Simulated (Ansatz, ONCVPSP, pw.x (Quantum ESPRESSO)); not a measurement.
# pw.x on diamond Ir: one setting changed

Potential: optimised norm-conserving Vanderbilt (ONCV), ONCVPSP 4.0.1, PBE; core [Kr] 4d10 4f14, reference 5s2 5p6 5d7 6s2; waves: 5s+6s: rc 1.85 bohr, ncon 4, nbas 8, qcut 6.7 1/bohr, 2 projectors; 5p: rc 1.55 bohr, ncon 4, nbas 9, qcut 7.9 1/bohr, 2 projectors, debl 3.1 Ha; 5d: rc 1.55 bohr, ncon 4, nbas 9, qcut 7.9 1/bohr, local; local part: the d channel; core correction: none.

The reference run (k-mesh 8³, cutoffs 65/260 Ry, Fermi–Dirac 0.01 Ry, mixing_beta 0.4, conv_thr 1e-9, no spin) gives -1.16 GPa at 21.558 Å³/atom, where all-electron LAPW gives 0.45 GPa. This run, with its own iteration cap, changes smearing to mv.

```
&control
  calculation='scf', prefix='x', pseudo_dir='./', outdir='./tmp', tstress=.true., disk_io='none'
/
&system
  ibrav=0, nat=2, ntyp=1, ecutwfc=65, ecutrho=260, nbnd=27,
  occupations='smearing', smearing='mv', degauss=0.01
/
&electrons
  conv_thr=1e-09, mixing_beta=0.4, electron_maxstep=60
/
ATOMIC_SPECIES
Ir 1.0 Ir.UPF
CELL_PARAMETERS angstrom
  0.00000000 2.78314707 2.78314707
  2.78314707 0.00000000 2.78314707
  2.78314707 2.78314707 0.00000000
ATOMIC_POSITIONS crystal
Ir 0.0000 0.0000 0.0000
Ir 0.2500 0.2500 0.2500
K_POINTS automatic
8 8 8 0 0 0
```

```bash
pw.x < Ir.scf.in > Ir.scf.out
```

Task: How does the run end?

Result: It converges in 8 iterations; the free energy moves by +34.3 meV/atom and the pressure by -0.53 GPa. This scheme is built to cancel the term in the square of the width that Fermi–Dirac smearing leaves in the F of a metal.

```
Message from routine setup:
     using ibrav=0 with symmetry is DISCOURAGED, use correct ibrav instead
     lattice parameter (alat)  =       7.4379  a.u.
     unit-cell volume          =     290.9612 (a.u.)^3
     number of electrons       =        34.00
     number of Kohn-Sham states=           27
     kinetic-energy cutoff     =      65.0000  Ry
     charge density cutoff     =     260.0000  Ry
     scf convergence threshold =      1.0E-09
     Exchange-correlation= PBE
     number of k points=    29  Marzari-Vanderbilt smearing, width (Ry)=  0.0100
     iteration #  1     ecut=    65.00 Ry     beta= 0.40
     total energy              =    -423.73263213 Ry
     estimated scf accuracy    <       0.03312683 Ry
     iteration #  2     ecut=    65.00 Ry     beta= 0.40
     total energy              =    -423.73114755 Ry
     estimated scf accuracy    <       0.00933660 Ry
     iteration #  3     ecut=    65.00 Ry     beta= 0.40
     total energy              =    -423.73166033 Ry
     estimated scf accuracy    <       0.00017846 Ry
     [... 2 iterations left out ...]
     iteration #  6     ecut=    65.00 Ry     beta= 0.40
     total energy              =    -423.73167645 Ry
     estimated scf accuracy    <       0.00000003 Ry
     iteration #  7     ecut=    65.00 Ry     beta= 0.40
     total energy              =    -423.73167645 Ry
     estimated scf accuracy    <          1.2E-09 Ry
     iteration #  8     ecut=    65.00 Ry     beta= 0.40
     the Fermi energy is    15.2675 ev
!    total energy              =    -423.73167645 Ry
     estimated scf accuracy    <          1.9E-10 Ry
     smearing contrib. (-TS)   =      -0.00031766 Ry
     The total energy is F=E-TS. E is the sum of the following terms:
     one-electron contribution =    -188.31681773 Ry
     hartree contribution      =     102.44198410 Ry
     xc contribution           =     -41.85529695 Ry
     ewald contribution        =    -296.00122822 Ry
     convergence has been achieved in   8 iterations
          total   stress  (Ry/bohr**3)                   (kbar)     P=      -16.84
     Message from routine punch:
     Nothing written, as per user request (disk_io='none')
```

The run took about 14 s on one core of a shared host (Intel(R) Xeon(R) 6975P-C, 96 threads, 744 GiB, load 54).
